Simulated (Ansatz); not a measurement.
# Rh(110) / 3 layers Pt(110) / Rh(110): resistance against film thickness, part 2 of 3

How does the resistance across the layers grow with the film in Rh(110) / 3 layers Pt(110) / Rh(110)?

Ansatz 0.2.0; Ansatz plane-wave DFT, PBEsol, PAW files; ballistic transport by layer matching (Landauer), zero bias; PAW set soft_1 (the session's first sound run).

So far. Step 2 (With 3 layers): The lead's potential steps by 5.6 meV from period to period, small in itself. The program estimates the junction's conductance to 2.9 % from the k-mesh, 0.1 % from the leads' distance from neutral and 1.7 % from their steps.

## 3. With 5 layers, k-mesh 14×10×1, film layers 5

The stack now holds 5 film layers; the k-mesh follows the cell, and the energies span -0.27 to 0.27 eV.

System of this step: Rh(110) / 5 layers Pt(110) / Rh(110). The cell holds 18 atoms: 13 Rh and 5 Pt. Cell: a = 2.689 Å, b = 3.803 Å, c = 24.852 Å, α = 90.0°, β = 90.0°, γ = 90.0°. It derives from Rh and Pt. Regions: lead, 13 atoms (13 Rh); films, 5 atoms (5 Pt). The structure is stacked along c, and the current runs across the ab planes.

Contents of input.yaml:

```yaml
crystal:
  lattice:
    - [2.6891977995, 0.0, 0.0]
    - [0.0, 3.8031, 0.0]
    - [0.0, 0.0, 24.8521340379]
  atoms:
    - { symbol: Rh, position: [0.0, 0.0, 0.0270519807] }
    - { symbol: Rh, position: [0.5, 0.5, 0.081155942] }
    - { symbol: Rh, position: [0.0, 0.0, 0.1352599034] }
    - { symbol: Rh, position: [0.5, 0.5, 0.1893638648] }
    - { symbol: Rh, position: [0.0, 0.0, 0.2434678261] }
    - { symbol: Rh, position: [0.5, 0.5, 0.2975717875] }
    - { symbol: Pt, position: [0.0, 0.0, 0.3542886184] }
    - { symbol: Pt, position: [0.5, 0.5, 0.4136183189] }
    - { symbol: Pt, position: [0.0, 0.0, 0.4729480193] }
    - { symbol: Pt, position: [0.5, 0.5, 0.5322777198] }
    - { symbol: Pt, position: [0.0, 0.0, 0.5916074202] }
    - { symbol: Rh, position: [0.5, 0.5, 0.6483242511] }
    - { symbol: Rh, position: [0.0, 0.0, 0.7024282125] }
    - { symbol: Rh, position: [0.5, 0.5, 0.7565321739] }
    - { symbol: Rh, position: [0.0, 0.0, 0.8106361352] }
    - { symbol: Rh, position: [0.5, 0.5, 0.8647400966] }
    - { symbol: Rh, position: [0.0, 0.0, 0.918844058] }
    - { symbol: Rh, position: [0.5, 0.5, 0.9729480193] }
kpoints:
  mp_grid: { grid: [14, 10, 1] }
hamiltonian:
  xc: pbesol
  pseudopotentials: { kind: paw, azcp: { folder: soft_1 }, xc_functional: pbe }
scf:
  occupations: { method: fermi_dirac, width: 0.1 }
output:
  transmission:
    leads: [[0, 1]]
    kmesh: [28, 20]
    e_range: [-0.27, 0.27]
    de: 0.036
  write_potential: true
  write_density: true
  volumetric_format: npy
```

Started as:

```bash
$ ansatz run input.yaml --threads 4 --pin off --max-ram 8192MiB --backend cpu --events-out ev --progress --plain --runs-dir out
```

Numbers of over 12 decimals in the logs are rounded to 6 here.

The program printed:

```text
[...]
Crystal: 18 atoms, lattice volume = 254.170 Å³
Basis set: ecut = 420 eV, 4983 PW (Γ)
Bands: 187, of which v1, the nominal top of the filled ones, is band 156 counted from 1 (155 counted from 0)
Symmetry: 8 space group operations
[...]
k-points: 48 of 140
[...]
--- Transmission ---
  basis      : 89 plane waves across, 51 finite elements along
  points     : 165, standing for a mesh of 28 x 20
[...]
filled         : 17.7 meV under the level at which it is neutral
    channels       : 3.071429e0 a spin
[...]
slowest decay  : 0.0258 /Å at (0.4286, 0.4500)
  junction   : crystal 0 to crystal 0, -0.00 to 22.16 Å
    transmission   : 1.863409e0 a spin
[...]
resistance     : 2.7181e-4 Ω µm² beyond half of each lead's own
[key lines of the parts left out:]
SCF converged after 10 iterations
Free energy (F): -144331.589725 eV
Fermi energy:    22.548152 eV
```

Wall time 5.5 min (4 threads of Intel Xeon Platinum 8375C at 2.90GHz (Ice Lake), shared host); peak memory 2.2 GiB.

Numbers from this step:

* free energy: -144331.5897 eV
* energy at zero smearing: -144331.1703 eV
* Fermi energy: 22.55 eV
* step of the lead's potential: 8 meV
* estimated errors of the lead's conductance: 0, 3.5, 0.6 % (band edges, k-mesh, distance from neutral)
* lead conductance per cell: 3.020 G₀
* conductance of the junction: 1.41e15 S/m²
* junction conductance per cell: 1.862 G₀
* estimated errors of the junction's conductance: 0.2, 0.7, 3.2, 2.6, 0.2 % (energy step, band edges, k-mesh, leads' steps, distance from neutral)
* area resistance that the stack adds (contact term taken off, spin by spin): 0.2718 fΩ m²

Per spin. Transmission, zone mean against energy, zero at the Fermi level:

```
energy (eV)  transmission, zone mean
     -0.270                     1.91
     -0.234                     1.89
     -0.198                     1.88
     -0.162                     1.89
     -0.126                     1.87
     -0.090                     1.89
     -0.054                     1.88
     -0.018                     1.86
      0.018                     1.86
      0.054                     1.86
      0.090                     1.83
      0.126                     1.80
      0.162                     1.79
      0.198                     1.78
      0.234                     1.73
      0.270                     1.67
```

The conductance of the junction is 1.4e15 S/m², 9.5 % under the 1.6e15 S/m² of the last finished run.

## 4. With 6 layers, k-mesh 14×10×1, film layers 6

The stack now holds 6 film layers; the k-mesh follows the cell, and the energies span -0.27 to 0.27 eV.

System of this step: Rh(110) / 6 layers Pt(110) / Rh(110). The cell holds 18 atoms: 12 Rh and 6 Pt. Its edges and angles: a = 2.689 Å, b = 3.803 Å, c = 24.982 Å, α = 90.0°, β = 90.0°, γ = 90.0°. It derives from Rh and Pt. Regions: lead, 12 atoms (12 Rh); films, 6 atoms (6 Pt). The structure is stacked along c, and the current runs across the ab planes.

input.yaml, the sections that differ from step 3:

```yaml
crystal:
  lattice:
    - [2.6891977995, 0.0, 0.0]
    - [0.0, 3.8031, 0.0]
    - [0.0, 0.0, 24.9820048063]
  atoms:
    - { symbol: Rh, position: [0.0, 0.0, 0.026911349] }
    - { symbol: Rh, position: [0.5, 0.5, 0.080734047] }
    - { symbol: Rh, position: [0.0, 0.0, 0.134556745] }
    - { symbol: Rh, position: [0.5, 0.5, 0.1883794429] }
    - { symbol: Rh, position: [0.0, 0.0, 0.2422021409] }
    - { symbol: Rh, position: [0.5, 0.5, 0.2960248389] }
    - { symbol: Pt, position: [0.0, 0.0, 0.3524468233] }
    - { symbol: Pt, position: [0.5, 0.5, 0.411468094] }
    - { symbol: Pt, position: [0.0, 0.0, 0.4704893647] }
    - { symbol: Pt, position: [0.5, 0.5, 0.5295106353] }
    - { symbol: Pt, position: [0.0, 0.0, 0.588531906] }
    - { symbol: Pt, position: [0.5, 0.5, 0.6475531767] }
    - { symbol: Rh, position: [0.0, 0.0, 0.7039751611] }
    - { symbol: Rh, position: [0.5, 0.5, 0.7577978591] }
    - { symbol: Rh, position: [0.0, 0.0, 0.8116205571] }
    - { symbol: Rh, position: [0.5, 0.5, 0.865443255] }
    - { symbol: Rh, position: [0.0, 0.0, 0.919265953] }
    - { symbol: Rh, position: [0.5, 0.5, 0.973088651] }
# kpoints, hamiltonian, scf, output: as in step 3
```

The program printed:

```text
[...]
Crystal: 18 atoms, lattice volume = 255.498 Å³
Basis set: ecut = 420 eV, 5023 PW (Γ)
Bands: 188, of which v1, the nominal top of the filled ones, is band 156 counted from 1 (155 counted from 0)
Symmetry: 8 space group operations
[...]
k-points: 48 of 140
[...]
--- Transmission ---
  basis      : 89 plane waves across, 50 finite elements along
  points     : 165, standing for a mesh of 28 x 20
[...]
filled         : 12.6 meV under the level at which it is neutral
    channels       : 3.075000e0 a spin
[...]
slowest decay  : 0.0222 /Å at (0.3929, 0.3500)
  junction   : crystal 0 to crystal 0, -0.00 to 22.29 Å
    transmission   : 1.808555e0 a spin
[...]
resistance     : 2.9333e-4 Ω µm² beyond half of each lead's own
[key lines of the parts left out:]
SCF converged after 10 iterations
Free energy (F): -150378.182426 eV
Fermi energy:    22.603886 eV
```

Elapsed: 6.5 min, on 4 threads; peak memory 2.2 GiB.

Numbers from this step:

| Item | Value |
| --- | --- |
| free energy | -150378.1824 eV |
| energy at zero smearing | -150377.7617 eV |
| Fermi energy | 22.60 eV |
| step of the lead's potential | 6.9 meV |
| estimated errors of the lead's conductance | 0, 3.5, 0.5 % (band edges, k-mesh, distance from neutral) |
| lead conductance per cell | 3.025 G₀ |
| conductance of the junction | 1.37e15 S/m² |
| junction conductance per cell | 1.809 G₀ |
| estimated errors of the junction's conductance | 0.3, 0.1, 3.5, 2.4, 0.2 % (energy step, band edges, k-mesh, leads' steps, distance from neutral) |
| area resistance that the stack adds (contact term taken off, spin by spin) | 0.2933 fΩ m² |

Per spin. Transmission, zone mean against energy, zero at the Fermi level:

```csv
energy (eV),"transmission, zone mean"
-0.270,1.84
-0.234,1.82
-0.198,1.81
-0.162,1.83
-0.126,1.83
-0.090,1.84
-0.054,1.82
-0.018,1.82
0.018,1.81
0.054,1.79
0.090,1.78
0.126,1.73
0.162,1.71
0.198,1.72
0.234,1.65
0.270,1.58
```

The conductance of the junction is 1.4e15 S/m², 2.9 % under the 1.4e15 S/m² of the last finished run, within the error estimates, leads' steps apart, of 3.2 and 3.5 %.

## 5. With 8 layers, k-mesh 14×10×1, film layers 8

The stack now holds 8 film layers; the k-mesh follows the cell, and the energies span -0.27 to 0.27 eV.

System of this step: Rh(110) / 8 layers Pt(110) / Rh(110). The cell holds 20 atoms: 12 Rh and 8 Pt. Cell: a = 2.689 Å, b = 3.803 Å, c = 27.931 Å, α = 90.0°, β = 90.0°, γ = 90.0°. It derives from Rh and Pt. Regions: lead, 12 atoms (12 Rh); films, 8 atoms (8 Pt). The structure is stacked along c, and the current runs across the ab planes.

input.yaml, the sections that differ from step 4:

```yaml
crystal:
  lattice:
    - [2.6891977995, 0.0, 0.0]
    - [0.0, 3.8031, 0.0]
    - [0.0, 0.0, 27.9309441427]
  atoms:
    - { symbol: Rh, position: [0.0, 0.0, 0.0240700582] }
    - { symbol: Rh, position: [0.5, 0.5, 0.0722101745] }
    - { symbol: Rh, position: [0.0, 0.0, 0.1203502908] }
    - { symbol: Rh, position: [0.5, 0.5, 0.1684904071] }
    - { symbol: Rh, position: [0.0, 0.0, 0.2166305234] }
    - { symbol: Rh, position: [0.5, 0.5, 0.2647706397] }
    - { symbol: Pt, position: [0.0, 0.0, 0.3152356106] }
    - { symbol: Pt, position: [0.5, 0.5, 0.3680254362] }
    - { symbol: Pt, position: [0.0, 0.0, 0.4208152617] }
    - { symbol: Pt, position: [0.5, 0.5, 0.4736050872] }
    - { symbol: Pt, position: [0.0, 0.0, 0.5263949128] }
    - { symbol: Pt, position: [0.5, 0.5, 0.5791847383] }
    - { symbol: Pt, position: [0.0, 0.0, 0.6319745638] }
    - { symbol: Pt, position: [0.5, 0.5, 0.6847643894] }
    - { symbol: Rh, position: [0.0, 0.0, 0.7352293603] }
    - { symbol: Rh, position: [0.5, 0.5, 0.7833694766] }
    - { symbol: Rh, position: [0.0, 0.0, 0.8315095929] }
    - { symbol: Rh, position: [0.5, 0.5, 0.8796497092] }
    - { symbol: Rh, position: [0.0, 0.0, 0.9277898255] }
    - { symbol: Rh, position: [0.5, 0.5, 0.9759299418] }
# kpoints, hamiltonian, scf, output: as in step 4
```

The program printed:

```text
[...]
Crystal: 20 atoms, lattice volume = 285.658 Å³
Basis set: ecut = 420 eV, 5601 PW (Γ)
Bands: 209, of which v1, the nominal top of the filled ones, is band 174 counted from 1 (173 counted from 0)
Symmetry: 8 space group operations
[...]
k-points: 48 of 140
[...]
--- Transmission ---
  basis      : 89 plane waves across, 57 finite elements along
  points     : 165, standing for a mesh of 28 x 20
[...]
filled         : 1.8 meV under the level at which it is neutral
    channels       : 3.089286e0 a spin
[...]
slowest decay  : 0.0120 /Å at (0.3929, 0.3500)
  junction   : crystal 0 to crystal 0, 0.00 to 25.24 Å
    transmission   : 1.757639e0 a spin
[...]
resistance     : 3.2083e-4 Ω µm² beyond half of each lead's own
[key lines of the parts left out:]
SCF converged after 10 iterations
Free energy (F): -175148.934811 eV
Fermi energy:    22.681598 eV
```

Elapsed: 7.7 min, on 4 threads; peak memory 2.7 GiB.

This step gave:

```
free energy                                                                : -175148.9348 eV
energy at zero smearing                                                    : -175148.4737 eV
Fermi energy                                                               : 22.68 eV
step of the lead's potential                                               : 5.5 meV
ballistic conductance of the lead                                          : 2.30e15 S/m²
estimated errors of the lead's conductance                                 : 0, 3.4, 0.1 % (band edges, k-mesh, distance from neutral)
lead conductance per cell                                                  : 3.035 G₀
conductance of the junction                                                : 1.32e15 S/m²
junction conductance per cell                                              : 1.747 G₀
estimated errors of the junction's conductance                             : 0.4, 0.1, 4.2, 7.5, 0 % (energy step, band edges, k-mesh, leads' steps, distance from neutral)
area resistance that the stack adds (contact term taken off, spin by spin) : 0.3208 fΩ m²
```

Per spin. Transmission, zone mean against energy, zero at the Fermi level:

```
energy (eV)  transmission, zone mean
     -0.270                     1.75
     -0.234                     1.76
     -0.198                     1.77
     -0.162                     1.76
     -0.126                     1.76
     -0.090                     1.75
     -0.054                     1.72
     -0.018                     1.75
      0.018                     1.76
      0.054                     1.76
      0.090                     1.72
      0.126                     1.68
      0.162                     1.66
      0.198                     1.63
      0.234                     1.56
      0.270                     1.49
```

The conductance of the junction is 1.3e15 S/m², 3.4 % under the 1.4e15 S/m² of the last finished run, within the error estimates, leads' steps apart, of 3.5 and 4.2 %.

## 6. With 10 layers, k-mesh 14×10×1, film layers 10

The stack now holds 10 film layers; the k-mesh follows the cell, and the energies span -0.27 to 0.27 eV.

System of this step: Rh(110) / 10 layers Pt(110) / Rh(110). The cell holds 22 atoms: 12 Rh and 10 Pt. Its edges and angles: a = 2.689 Å, b = 3.803 Å, c = 30.880 Å, α = 90.0°, β = 90.0°, γ = 90.0°. It derives from Rh and Pt. Regions: lead, 12 atoms (12 Rh); films, 10 atoms (10 Pt). The structure is stacked along c, and the current runs across the ab planes.

input.yaml, the sections that differ from step 5:

```yaml
crystal:
  lattice:
    - [2.6891977995, 0.0, 0.0]
    - [0.0, 3.8031, 0.0]
    - [0.0, 0.0, 30.8798834791]
  atoms:
    - { symbol: Rh, position: [0.0, 0.0, 0.0217714374] }
    - { symbol: Rh, position: [0.5, 0.5, 0.0653143122] }
    - { symbol: Rh, position: [0.0, 0.0, 0.108857187] }
    - { symbol: Rh, position: [0.5, 0.5, 0.1524000618] }
    - { symbol: Rh, position: [0.0, 0.0, 0.1959429365] }
    - { symbol: Rh, position: [0.5, 0.5, 0.2394858113] }
    - { symbol: Pt, position: [0.0, 0.0, 0.2851315238] }
    - { symbol: Pt, position: [0.5, 0.5, 0.3328800741] }
    - { symbol: Pt, position: [0.0, 0.0, 0.3806286244] }
    - { symbol: Pt, position: [0.5, 0.5, 0.4283771746] }
    - { symbol: Pt, position: [0.0, 0.0, 0.4761257249] }
    - { symbol: Pt, position: [0.5, 0.5, 0.5238742751] }
    - { symbol: Pt, position: [0.0, 0.0, 0.5716228254] }
    - { symbol: Pt, position: [0.5, 0.5, 0.6193713756] }
    - { symbol: Pt, position: [0.0, 0.0, 0.6671199259] }
    - { symbol: Pt, position: [0.5, 0.5, 0.7148684762] }
    - { symbol: Rh, position: [0.0, 0.0, 0.7605141887] }
    - { symbol: Rh, position: [0.5, 0.5, 0.8040570635] }
    - { symbol: Rh, position: [0.0, 0.0, 0.8475999382] }
    - { symbol: Rh, position: [0.5, 0.5, 0.891142813] }
    - { symbol: Rh, position: [0.0, 0.0, 0.9346856878] }
    - { symbol: Rh, position: [0.5, 0.5, 0.9782285626] }
# kpoints, hamiltonian, scf, output: as in step 5
```

The program printed:

```text
[...]
Crystal: 22 atoms, lattice volume = 315.817 Å³
Basis set: ecut = 420 eV, 6215 PW (Γ)
Bands: 231, of which v1, the nominal top of the filled ones, is band 192 counted from 1 (191 counted from 0)
Symmetry: 8 space group operations
[...]
k-points: 48 of 140
[...]
--- Transmission ---
  basis      : 89 plane waves across, 63 finite elements along
  points     : 165, standing for a mesh of 28 x 20
[...]
filled         : 10.4 meV under the level at which it is neutral
    channels       : 3.075000e0 a spin
[...]
slowest decay  : 0.0209 /Å at (0.3929, 0.3500)
  junction   : crystal 0 to crystal 0, 1.34 to 29.54 Å
    transmission   : 1.715200e0 a spin
[...]
resistance     : 3.3520e-4 Ω µm² beyond half of each lead's own
[key lines of the parts left out:]
SCF converged after 10 iterations
Free energy (F): -199919.710124 eV
Fermi energy:    22.725033 eV
```

Run time: 7.3 min. Hardware: 4 threads; peak memory 3.2 GiB; 25 min of CPU time.

This step gave:

* free energy: -199919.7101 eV
* energy at zero smearing: -199919.1922 eV
* Fermi energy: 22.73 eV
* step of the lead's potential: 6.5 meV
* ballistic conductance of the lead: 2.29e15 S/m²
* estimated errors of the lead's conductance: 0, 3.5, 0.4 % (band edges, k-mesh, distance from neutral)
* lead conductance per cell: 3.027 G₀
* conductance of the junction: 1.30e15 S/m²
* junction conductance per cell: 1.712 G₀
* estimated errors of the junction's conductance: 0.4, 0.1, 3.7, 2.8, 0.1 % (energy step, band edges, k-mesh, leads' steps, distance from neutral)
* area resistance that the stack adds (contact term taken off, spin by spin): 0.3352 fΩ m²

Per spin. The transmission, zone mean by energy, zero at the Fermi level:

```csv
energy (eV),"transmission, zone mean"
-0.270,1.72
-0.234,1.71
-0.198,1.73
-0.162,1.73
-0.126,1.74
-0.090,1.76
-0.054,1.70
-0.018,1.70
0.018,1.72
0.054,1.71
0.090,1.70
0.126,1.63
0.162,1.60
0.198,1.59
0.234,1.55
0.270,1.47
```

The conductance of the junction is 1.3e15 S/m², 2.0 % under the 1.3e15 S/m² of the last finished run, within the error estimates, leads' steps apart, of 4.2 and 3.7 %.

## 7. The ladder

Times are for 4 threads of Intel Xeon Platinum 8375C at 2.90GHz (Ice Lake), shared host. The series side by side:

| no. | film layers | area resistance that the stack adds (contact term taken off, spin by spin) (fΩ m²) | conductance of the junction (S/m²) | time | memory (GiB) |
| --- | --- | --- | --- | --- | --- |
| 1 | 3 | 0.2056 | 1.56e15 | 11 min | 2.6 |
| 2 | 5 | 0.2718 | 1.41e15 | 5.5 min | 2.2 |
| 3 | 6 | 0.2933 | 1.37e15 | 6.5 min | 2.2 |
| 4 | 8 | 0.3208 | 1.32e15 | 7.7 min | 2.7 |
| 5 | 10 | 0.3352 | 1.30e15 | 7.3 min | 3.2 |

[end of part 2 of 3]

[Logs are printed without paths, hosts, clocks, repeated set-up lines and the standing remarks that a program may print on its own settings, such as how far it seeks lower states.]

[Hosts, paths, dates, database ids (printed as entryN), source tags and the programs' standing remarks are cut or masked in the printed files.]
